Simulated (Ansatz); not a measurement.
# MgTe (F-43m), phonons: input and output

Level of theory: LDA, all-electron LAPW in Ansatz 0.2.0, scalar-relativistic.

Cell and atoms were relaxed beforehand by PAW with this functional.

The structure is one entry of a database and needn't be the stable phase.

Command:

```sh
ansatz run input.yaml --threads 2 --pin off --max-ram 5120MiB --backend cpu --events-out ev --progress --plain --runs-dir out
```

Input file:

```yaml
crystal:
  lattice:
    - [0.0, 3.1851979079, 3.1851979079]
    - [3.1851979079, 0.0, 3.1851979079]
    - [3.1851979079, 3.1851979079, 0.0]
  atoms:
    - { symbol: Mg, position: [0.0, 0.0, 0.0] }
    - { symbol: Te, position: [0.25, 0.25, 0.25] }
kpoints:
  mp_grid: { grid: [6, 6, 6] }
scf:
  occupations: { method: fixed }
hamiltonian:
  xc: lda
  pseudopotentials: { kind: all_electron, lapw: { basis_error: 0.001 } }
phonons:
  qmesh: [2, 2, 2]
  qpath:
    path:
      - [0.0, 0.0, 0.0]
      - [-0.5, -0.5, 0.0]
      - [-0.375, -0.375, 0.25]
      - [-0.375, 0.0, 0.375]
      - [0.0, 0.0, 0.0]
      - [0.0, 0.0, 0.5]
      - [-0.5, -0.25, 0.25]
      - [-0.5, -0.5, 0.0]
    npoints: 6
  temperatures: { t_min: 0, t_max: 1000, t_step: 100 }
```

The program printed:

```
Warning: RAYON_NUM_THREADS=2 ignored (pool sized by the plan → 2); use --threads N
LAPW: plane waves up to 7.689 Å⁻¹, error target 1.0e-3 eV per atom; small_component_spin mean_spin; Mg in spheres of 1.222 Å, 10 of its electrons in bands, Dirac shells []; Te in spheres of 1.454 Å, 24 of its electrons in bands, ...
Engine: ansatz 0.2.0, aarch64-unknown-linux-gnu
Pseudopotentials: kind: all_electron
Pseudopotential: Mg, LAPW, valence charge 10, lapw/all_electron/scalar/gaussian/Mg, Koelling and Harmon's equation, gaussian nucleus
Pseudopotential: Te, LAPW, valence charge 24, lapw/all_electron/scalar/gaussian/Te, Koelling and Harmon's equation, gaussian nucleus
Functional definition: SPW92
  exchange = slater_x
  correlation = pw_c
davidson cushion auto → on  (no smearing: the cushion is to keep the highest requested band from converging to the state above it; pin scf.eigensolver.cushion to override)
Crystal: 4 atoms, lattice volume = 129.262 Å³
Basis set: ecut = 225.26135744961616 eV, 999 PW (Γ), FFT grids on a1, a2, −a1+a2+a3, exchange–correlation at level 2
Bands: 41, of which v1, the nominal top of the filled ones, is band 34 counted from 1 (33 counted from 0)
[... 130 lines left out ...]
  ASR residual: 1.141e-4 → 0.000e0 eV/Å²; symmetrization residual: 6.635e-5 eV/Å²
  largest component of a force at the reference: 5.2e-18 eV/Å
  ASR residual per site (eV/Å²): 1.14e-4 5.77e-5
  Γ frequencies (cm⁻¹): 0.00 0.00 0.00 244.74 244.74 244.74
--- Phonons (by wavevector): 3 wavevectors in 2 supercells ---
  supercell 1 (2 cells, vectors [1, 0, 0], [0, 1, -1], [0, 0, 2] in multiples of the cell's): 2 displaced members by 0.01 Å; free energy -380325.411768 eV; taken off its force constants: by the sum rule 4.1e-5, by the ...
  symmetry images taken by strict's conditions (phonons.symmetry_images: auto; settled by no image being taken that strict refuses)
  supercell 2 (2 cells, vectors [1, 0, 0], [0, 1, 0], [0, 0, 2] in multiples of the cell's): 4 displaced members by 0.01 Å; free energy -380325.411768 eV; taken off its force constants: by the sum rule 1.1e-4, by the ...
  symmetry images taken by strict's conditions (phonons.symmetry_images: auto; settled by no image being taken that strict refuses)
  q = [0.0000, 0.0000, 0.0000] (star 1, supercell 1; hermiticity 0.00e0, symmetrization 4.09e-5): -0.00 -0.00 0.00 244.74 244.74 244.74
  q = [0.0000, 0.0000, -0.5000] (star 4, supercell 2; hermiticity 5.45e-17, symmetrization 4.20e-16): 36.29 36.29 116.67 241.39 241.39 274.20
  q = [0.0000, -0.5000, -0.5000] (star 3, supercell 1; hermiticity 9.32e-17, symmetrization 3.01e-16): 50.70 50.70 120.47 234.60 234.60 286.23
  joined force constants: q→R imaginary residual 1.67e-17
  density of states and harmonic sums: on the 18×18×18 q-mesh, interpolated from the force constants of a 2×2×2 supercell (no non-analytic term)
  largest difference from the sums on the solved wave vectors: F 7.50e-2 eV, S 1.07e-4 and C_V 3.23e-5 eV/K
```

The calculation finished and met its thresholds.

**Zone-centre phonons**

Harmonic phonons of a crystal by Kohn-Sham DFT at the given cell, standard atomic masses, acoustic sum rule imposed; negative wavenumbers are unstable modes; optical zone-centre levels upwards with Mulliken labels, activity, and the element with most of the kinetic energy.

- Point group: -43m

```tsv
number	phonon wavenumber (cm⁻¹)	label	infrared	raman	lead element
1	244.7	T2	yes	yes	Mg
```

**Phonons on the q mesh**

One row a degenerate set, branches counted upwards.

| Quantity | Value |
| --- | --- |
| Unstable phonons | no |

| point | q a (r.l.u.) | q b (r.l.u.) | q c (r.l.u.) | branch | phonon wavenumber (cm⁻¹) | degeneracy |
| --- | --- | --- | --- | --- | --- | --- |
| Gamma | 0 | 0 | 0 | 4 | 244.7 | 3 |
| L | 0.5 | 0 | 0 | 1 | 36.3 | 2 |
| L | 0.5 | 0 | 0 | 3 | 116.7 | 1 |
| L | 0.5 | 0 | 0 | 4 | 241.4 | 2 |
| L | 0.5 | 0 | 0 | 6 | 274.2 | 1 |
| X | 0.5 | 0.5 | 0 | 1 | 50.7 | 2 |
| X | 0.5 | 0.5 | 0 | 3 | 120.5 | 1 |
| X | 0.5 | 0.5 | 0 | 4 | 234.6 | 2 |
| X | 0.5 | 0.5 | 0 | 6 | 286.2 | 1 |

Harmonic thermodynamics:

Sums over wave vectors interpolated from the q mesh.

* Zero point energy: 29.59 meV/atom

```csv
temperature (K),phonon heat capacity (k_B/atom),phonon entropy (k_B/atom),phonon free energy (meV/atom)
100,1.931,1.976,21.72
200,2.616,3.577,-2.66
300,2.815,4.682,-38.51
400,2.893,5.504,-82.55
500,2.93,6.154,-132.9
600,2.951,6.691,-188.3
700,2.964,7.147,-248
800,2.972,7.543,-311.3
900,2.978,7.893,-377.8
1000,2.982,8.207,-447.2
```

Known limits: this zinc-blende form is metastable at ambient conditions; no LO-TO term at the zone centre; no LO-TO term in the interpolation; coarse q mesh.

It took 3 min on 2 threads of Arm Neoverse V2, on a shared host, peak memory 0.58 GiB.
